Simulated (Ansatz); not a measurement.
A crystal relaxed with r2SCAN+rVV10 in the PAW code Ansatz has space group I4/mmm (No. 139) and a = 4.347 Å, c = 13.077 Å.

```tsv
atom	site	x	y	z
Xx	4e	0.0000	0.0000	0.6409
Se	4e	0.5000	0.5000	0.6458
```

The r2SCAN gap is indirect, 0.75 eV (M–S (0.94 of the way from M) to M), below the direct gap of 1.44 eV at M–S (0.80 of the way from M). With HSE06 the valence top lies at M–S (0.94 of the way from M) and the conduction bottom at M, 1.00 eV higher; the smallest vertical gap, at S₀–Γ (0.10 of the way from S₀), is 1.67 eV. Meshes: r2SCAN 6×6×6, HSE06 4×4×4.

Problem. Which element is Xx?
A. Si
B. Pb
C. Sn
D. Ge

Solution. B. Xx is Pb: a 4-atom cell of PbSe (I4/mmm) from a materials database. Pb is surrounded by 5 Se at 2.79–3.07 Å; Se is surrounded by 5 Pb at 2.79–3.07 Å.

Calculated for a static, non-magnetic cell.

Spin-orbit coupling is left out; in compounds of Pb, Bi, Tl or Hg it can lower a gap by up to about 1 eV, split its edges or invert the bands.

Where an edge lies off the special points, it is a point of the mesh or the k point where a search put PBE's edge or least direct gap, reused for the other functionals, whose own edges may lie a little apart.

The meshes of the hybrids are coarse, so their gaps aren't converged to the digits shown.
